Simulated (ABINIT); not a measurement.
# C (Fd-3m) in ABINIT: settings compared

The runs below take C through single point, relaxation of cell and atoms, with LDA, PBE.

Everything below comes from runs of ABINIT 10.8.3 (patched build). Logs are shortened: lines on timing, memory, paths and dates and some standing lists are left out, and cuts for length are marked. The log counts tension as positive stress, the text compression.

## (1) The structure

It takes space group Fd-3m (No. 227, cubic). Conventional cell: a = 3.567 Å, b = 3.567 Å, c = 3.567 Å, α = 90.00°, β = 90.00°, γ = 90.00°. C (site symmetry -43m) has 4 C at 1.54 Å as nearest neighbours.

This isn't the form of C at room conditions, which is graphite.

## (2) Single point, LDA

Input file run.abi:

```
# Pseudopotentials
pp_dirpath "./"
pseudos "C.upf"

# Structure
acell 3*1.0 Angstrom
rprim
     0.0000000000     1.7833700000     1.7833700000
     1.7833700000     0.0000000000     1.7833700000
     1.7833700000     1.7833700000     0.0000000000
ntypat 1
znucl 6
natom 2
typat 1 1
xred
     0.7500000000     0.7500000000     0.7500000000
     0.5000000000     0.5000000000     0.5000000000

# Plane-wave basis
ecut 843.552974 eV

# k points
kptopt 1
ngkpt 10 10 10
nshiftk 1
shiftk 0.0 0.0 0.0

# Exchange and correlation
ixc 7

# Bands and occupations
nband 8
occopt 3
tsmear 0.00183747

# SCF cycle
nstep 100
tolvrs 1.0e-10

# Output
iomode 3
prtwf 0
prtden 0
prteig 0
prtebands 0
enunit 2
```

Potentials or basis: PseudoDojo NC SR LDA v0.4.1 standard.

Run with:

```
$ abinit run.abi > log 2>&1
```

run.abo:

```text
.Version 10.8.3 of ABINIT
 Symmetries : space group Fd -3 m (#227); Bravais cF (face-center cubic)
================================================================================
 Values of the parameters that define the memory need of the present run
     intxc =       0    ionmov =       0      iscf =       7    lmnmax =       4
     lnmax =       4     mgfft =      24  mpssoang =       2    mqgrid =    3001
     natom =       2  nloc_mem =       1    nspden =       1   nspinor =       1
    nsppol =       1      nsym =      48    n1xccc =    2501    ntypat =       1
    occopt =       3   xclevel =       1
       mpw =         642          nfft =       13824          nkpt =          47
================================================================================
================================================================================

--------------------------------------------------------------------------------
------------- Echo of variables that govern the present computation ------------
--------------------------------------------------------------------------------
 -outvars: echo values of preprocessed input variables --------
            acell      1.8897261259E+00  1.8897261259E+00  1.8897261259E+00 Bohr
              amu      1.20110000E+01
             ecut      3.10000000E+01 Hartree
           enunit           2
              ixc           7
         kptrlatt       10    0    0      0   10    0      0    0   10
          kptrlen      4.76601409E+01
            natom           2
            nband           8
            ngfft          24      24      24
             nkpt          47
            nstep         100
             nsym          48
           ntypat           1
           occopt           3
           prtden           0
        prtebands           0
           prteig           0
            prtwf           0
            rprim      0.0000000000E+00  1.7833700000E+00  1.7833700000E+00
                       1.7833700000E+00  0.0000000000E+00  1.7833700000E+00
                       1.7833700000E+00  1.7833700000E+00  0.0000000000E+00
          spgroup         227
           tolvrs      1.00000000E-10
           tsmear      1.83747000E-03 Hartree
            typat      1  1
           xangst      2.6750550000E+00  2.6750550000E+00  2.6750550000E+00
                       1.7833700000E+00  1.7833700000E+00  1.7833700000E+00
            xcart      5.0551213217E+00  5.0551213217E+00  5.0551213217E+00
                       3.3700808812E+00  3.3700808812E+00  3.3700808812E+00
             xred      7.5000000000E-01  7.5000000000E-01  7.5000000000E-01
                       5.0000000000E-01  5.0000000000E-01  5.0000000000E-01
            znucl        6.00000

================================================================================

 chkinp: Checking input parameters for consistency.

[... 87 lines left out ...]
    1        2.00000          4.68467560
    2        2.00000          4.68467560
================================================================================

 ----iterations are completed or convergence reached----

 Mean square residual over all n,k,spin=   83.648E-11; max=  85.648E-09
 reduced coordinates (array xred) for    2 atoms
       0.750000000000      0.750000000000      0.750000000000
       0.500000000000      0.500000000000      0.500000000000
 rms dE/dt=  0.0000E+00; max dE/dt=  0.0000E+00; dE/dt below (all hartree)
    1       0.000000000000      0.000000000000      0.000000000000
    2       0.000000000000      0.000000000000      0.000000000000

 cartesian coordinates (angstrom) at end:
    1      2.67505500000000     2.67505500000000     2.67505500000000
    2      1.78337000000000     1.78337000000000     1.78337000000000

 cartesian forces (hartree/bohr) at end:
    1     -0.00000000000000    -0.00000000000000    -0.00000000000000
    2     -0.00000000000000    -0.00000000000000    -0.00000000000000
 frms,max,avg= 0.0000000E+00 0.0000000E+00   0.000E+00  0.000E+00  0.000E+00 h/b

 cartesian forces (eV/Angstrom) at end:
    1     -0.00000000000000    -0.00000000000000    -0.00000000000000
    2     -0.00000000000000    -0.00000000000000    -0.00000000000000
 frms,max,avg= 0.0000000E+00 0.0000000E+00   0.000E+00  0.000E+00  0.000E+00 e/A
 length scales=  1.889726125908  1.889726125908  1.889726125908 bohr
              =  1.000000000000  1.000000000000  1.000000000000 angstroms
 Fermi (or HOMO) energy (hartree) =   0.47057   Average Vxc (hartree)=  -0.50417
 Eigenvalues (hartree) for nkpt=  47  k points:
 kpt#   1, nband=  8, wtk=  0.00100, kpt=  0.0000  0.0000  0.0000 (reduced coord)
  -0.41576    0.36919    0.36919    0.36919    0.57389    0.57389    0.57389    0.86535
      occupation numbers for kpt#   1
   2.00000    2.00000    2.00000    2.00000    0.00000    0.00000    0.00000    0.00000
 prteigrs : prtvol=0 or 1, do not print more k-points.

 Fermi (or HOMO) energy (eV) =  12.80485   Average Vxc (eV)= -13.71906
 Eigenvalues (   eV  ) for nkpt=  47  k points:
 kpt#   1, nband=  8, wtk=  0.00100, kpt=  0.0000  0.0000  0.0000 (reduced coord)
 -11.31349   10.04624   10.04624   10.04624   15.61639   15.61639   15.61639   23.54740
 prteigrs : prtvol=0 or 1, do not print more k-points.

--- !EnergyTerms
iteration_state     : {dtset: 1, }
comment             : Components of total free energy in Hartree
kinetic             :  8.50809509357173E+00
hartree             :  9.55639370029406E-01
xc                  : -4.33126439977101E+00
Ewald energy        : -1.27873442426994E+01
psp_core            :  9.09412870299240E-01
local_psp           : -4.67368002311565E+00
non_local_psp       : -6.42106929649794E-01
internal            : -1.20612482613355E+01
'-kT*entropy'       :  2.82827926476642E-16
total_energy        : -1.20612482613355E+01
total_energy_eV     : -3.28203285047866E+02
band_energy         :  3.28309864010814E-01
...

 Cartesian components of stress tensor (hartree/bohr^3)
  sigma(1 1)=  5.96398714E-04  sigma(3 2)=  0.00000000E+00
  sigma(2 2)=  5.96398714E-04  sigma(3 1)=  0.00000000E+00
  sigma(3 3)=  5.96398714E-04  sigma(2 1)=  0.00000000E+00

-Cartesian components of stress tensor (GPa)         [Pressure= -1.7547E+01 GPa]
- sigma(1 1)=  1.75466560E+01  sigma(3 2)=  0.00000000E+00
- sigma(2 2)=  1.75466560E+01  sigma(3 1)=  0.00000000E+00
- sigma(3 3)=  1.75466560E+01  sigma(2 1)=  0.00000000E+00

== END DATASET(S) ==============================================================
================================================================================

 -outvars: echo values of variables after computation  --------
            acell      1.8897261259E+00  1.8897261259E+00  1.8897261259E+00 Bohr
           etotal     -1.2061248261E+01
            fcart     -0.0000000000E+00 -0.0000000000E+00 -0.0000000000E+00
                      -0.0000000000E+00 -0.0000000000E+00 -0.0000000000E+00
            rprim      0.0000000000E+00  1.7833700000E+00  1.7833700000E+00
                       1.7833700000E+00  0.0000000000E+00  1.7833700000E+00
                       1.7833700000E+00  1.7833700000E+00  0.0000000000E+00
           strten      5.9639871400E-04  5.9639871400E-04  5.9639871400E-04
                       0.0000000000E+00  0.0000000000E+00  0.0000000000E+00
           xangst      2.6750550000E+00  2.6750550000E+00  2.6750550000E+00
                       1.7833700000E+00  1.7833700000E+00  1.7833700000E+00
             xred      7.5000000000E-01  7.5000000000E-01  7.5000000000E-01
                       5.0000000000E-01  5.0000000000E-01  5.0000000000E-01
 Calculation completed.
```

Run time: 3.3 s. Hardware: 1 thread of Arm Neoverse V2, shared host; peak memory 0.06 GiB.

Results:

| Quantity | Value |
| --- | --- |
| Free energy | -328.2033 eV |
| Band gap on the k mesh | 4.17 eV, indirect (least direct gap 5.57 eV) |
| All electrons inside the program's atomic spheres | C 4.68 (radii [1.0584] Å) |

Caveat: the cutoff is too short for stress, so the log's stress isn't used. A k mesh can miss the band edges.

## (3) Single point, PBE

Input file run.abi:

```
# Pseudopotentials
pp_dirpath "./"
pseudos "C.upf"

# Structure
acell 3*1.0
rprim
     0.0000000000     3.3700808789     3.3700808789
     3.3700808789     0.0000000000     3.3700808789
     3.3700808789     3.3700808789     0.0000000000
ntypat 1
znucl 6
natom 2
typat 1 1
xred
     0.7500000000     0.7500000000     0.7500000000
     0.5000000000     0.5000000000     0.5000000000

# Plane-wave basis
ecut 31.0

# k points
kptopt 1
ngkpt 10 10 10
nshiftk 1
shiftk 0.0 0.0 0.0

# Exchange and correlation
ixc 11

# Bands and occupations
nband 8
occopt 3
tsmear 0.05 eV

# SCF cycle
nstep 100
tolvrs 1.0e-10

# Output
iomode 3
prtwf 0
prtden 0
prteig 0
prtebands 0
enunit 1
```

Potentials or basis: PseudoDojo NC SR PBE v0.4.1 standard.

Run with:

```
$ abinit run.abi > log 2>&1
```

run.abo:

```text
.Version 10.8.3 of ABINIT
 Symmetries : space group Fd -3 m (#227); Bravais cF (face-center cubic)
================================================================================
 Values of the parameters that define the memory need of the present run
     intxc =       0    ionmov =       0      iscf =       7    lmnmax =       4
     lnmax =       4     mgfft =      24  mpssoang =       2    mqgrid =    3001
     natom =       2  nloc_mem =       1    nspden =       1   nspinor =       1
    nsppol =       1      nsym =      48    n1xccc =    2501    ntypat =       1
    occopt =       3   xclevel =       2
       mpw =         642          nfft =       13824          nkpt =          47
================================================================================
================================================================================

--------------------------------------------------------------------------------
------------- Echo of variables that govern the present computation ------------
[... 188 lines left out ...]
- sigma(3 3)=  4.05365474E+00  sigma(2 1)=  0.00000000E+00

== END DATASET(S) ==============================================================
================================================================================

 -outvars: echo values of variables after computation  --------
            acell      1.0000000000E+00  1.0000000000E+00  1.0000000000E+00 Bohr
           etotal     -1.2035001437E+01
            fcart     -6.9911217414E-29 -9.9873167734E-30  2.9961950320E-29
                       6.9911217414E-29  9.9873167734E-30 -2.9961950320E-29
            rprim      0.0000000000E+00  3.3700808789E+00  3.3700808789E+00
                       3.3700808789E+00  0.0000000000E+00  3.3700808789E+00
                       3.3700808789E+00  3.3700808789E+00  0.0000000000E+00
           strten      1.3778092424E-04  1.3778092424E-04  1.3778092424E-04
                       0.0000000000E+00  0.0000000000E+00  0.0000000000E+00
           xangst      2.6750549982E+00  2.6750549982E+00  2.6750549982E+00
                       1.7833699988E+00  1.7833699988E+00  1.7833699988E+00
             xred      7.5000000000E-01  7.5000000000E-01  7.5000000000E-01
                       5.0000000000E-01  5.0000000000E-01  5.0000000000E-01
 Calculation completed.
```

Run time: 3.6 s. Hardware: 1 thread of Arm Neoverse V2, shared host; peak memory 0.06 GiB.

What came out:

| Item | Value |
| --- | --- |
| Free energy | -327.4891 eV |
| Band gap on the k mesh | 4.22 eV, indirect (least direct gap 5.63 eV) |
| All electrons inside the program's atomic spheres | C 4.70 (radii [1.0584] Å) |

Caveat: the cutoff is too short for stress, so the log's stress isn't used.

## (4) Relaxation of cell and atoms, PBE

run.abi: that of step 3 with these lines changed.

```diff
@@ -14,8 +14,12 @@
 typat 1 1
+chkprim 0
+chksymtnons 0
+tolsym 1.0e-6
 xred
-     0.7500000000     0.7500000000     0.7500000000
-     0.5000000000     0.5000000000     0.5000000000
+            3/4            3/4            3/4
+            1/2            1/2            1/2
 
 # Plane-wave basis
-ecut 31.0
+ecut 1115.666836 eV
+ecutsm 0.5
 
@@ -36,4 +40,4 @@
 # SCF cycle
-nstep 100
-tolvrs 1.0e-10
+nstep 80
+tolvrs 1.0e-12
 
@@ -41,6 +45,12 @@
 iomode 3
+prteig 0
+prtebands 0
 prtwf 0
 prtden 0
-prteig 0
-prtebands 0
-enunit 1
+
+# Relaxation
+ionmov 2
+optcell 2
+ntime 50
+tolmxf 2.0e-5
+dilatmx 1.08
```

Potentials or basis: PseudoDojo NC SR PBE v0.4.1 standard.

Run with:

```
$ abinit run.abi > log 2>&1
```

run.abo:

```text
.Version 10.8.3 of ABINIT
 Symmetries : space group Fd -3 m (#227); Bravais cF (face-center cubic)
================================================================================
 Values of the parameters that define the memory need of the present run
     intxc =       0    ionmov =       2      iscf =       7    lmnmax =       4
     lnmax =       4     mgfft =      30  mpssoang =       2    mqgrid =    3001
     natom =       2  nloc_mem =       1    nspden =       1   nspinor =       1
    nsppol =       1      nsym =      48    n1xccc =    2501    ntypat =       1
    occopt =       3   xclevel =       2
       mpw =        1236          nfft =       27000          nkpt =          47
================================================================================
================================================================================

--------------------------------------------------------------------------------
------------- Echo of variables that govern the present computation ------------
[... 433 lines left out ...]
- sigma(3 3)=  3.80797869E-03  sigma(2 1)=  0.00000000E+00

== END DATASET(S) ==============================================================
================================================================================

 -outvars: echo values of variables after computation  --------
            acell      4.7738238674E+00  4.7738238674E+00  4.7738238674E+00 Bohr
           etotal     -1.2037634530E+01
            fcart      2.8043375423E-30 -3.1159306026E-30 -3.1159306026E-31
                      -2.8043375423E-30  3.1159306026E-30  3.1159306026E-31
            rprim      0.0000000000E+00  7.0710678119E-01  7.0710678119E-01
                       7.0710678119E-01  0.0000000000E+00  7.0710678119E-01
                       7.0710678119E-01  7.0710678119E-01  0.0000000000E+00
           strten      1.2943056499E-07  1.2943056497E-07  1.2943056497E-07
                       0.0000000000E+00  0.0000000000E+00  0.0000000000E+00
           xangst      2.6794384508E+00  2.6794384508E+00  2.6794384508E+00
                       1.7862923005E+00  1.7862923005E+00  1.7862923005E+00
             xred      7.5000000000E-01  7.5000000000E-01  7.5000000000E-01
                       5.0000000000E-01  5.0000000000E-01  5.0000000000E-01
 Calculation completed.
```

It took 19 s on 1 thread of Arm Neoverse V2, shared host; peak memory 0.07 GiB.

What came out:

* Free energy: -327.5607 eV
* Relaxed volume: 5.70 Å³/atom
* Relaxed cell: a = 2.526 Å, b = 2.526 Å, c = 2.526 Å, α = 60.00°, β = 60.00°, γ = 60.00°
* Space group after relaxing (to 0.05 Å): Fd-3m (No. 227)
* Energy gained by relaxing: 0.2 meV/atom
* Ionic steps: 3
* Pressure after relaxing: 0.0 GPa
* Band gap on the k mesh: 4.22 eV, indirect (least direct gap 5.61 eV)

Step by step:
| step | energy change (eV) | largest force (eV/Å) | pressure (GPa) | volume (Å³) |
| --- | --- | --- | --- | --- |
| 1 | 0.0000 | 0.0000 | 2.15 | 11.34 |
| 2 | -0.0003 | 0.0000 | -0.72 | 11.42 |
| 3 | -0.0004 | 0.0000 | 0.00 | 11.40 |

Final structure:
```
C
1.0
     0.00000    1.78629    1.78629
     1.78629    0.00000    1.78629
     1.78629    1.78629    0.00000
C
2
Cartesian
  2.6794 2.6794 2.6794
  1.7863 1.7863 1.7863
```

## (5) Summary

```csv
task,level,potentials or basis,cell,cutoff (eV),cell freedom (optcell),optimiser (ionmov),cutoff smearing ecutsm (Ha),force stop (Ha/bohr),gap on the mesh (eV)
single point,LDA,PseudoDojo NC SR LDA v0.4.1 standard,as given,844,-,-,-,-,4.17
single point,PBE,PseudoDojo NC SR PBE v0.4.1 standard,as given,844,-,-,-,-,4.22
relaxation of cell and atoms,PBE,PseudoDojo NC SR PBE v0.4.1 standard,relaxed,1116,2,2,0.5,2e-05,4.22
```

Alike in all rows: no spin polarisation; k mesh 10 × 10 × 10; smearing fermi-dirac 0.05 eV.

Total energies depend on the potentials used, so only differences within one code and one set of settings carry meaning.

## (6) Against experiment

Step 4. The cell as given is a measured one (5.67 Å³/atom); PBE puts the equilibrium volume +0.5 % from it, thermal expansion not counted.
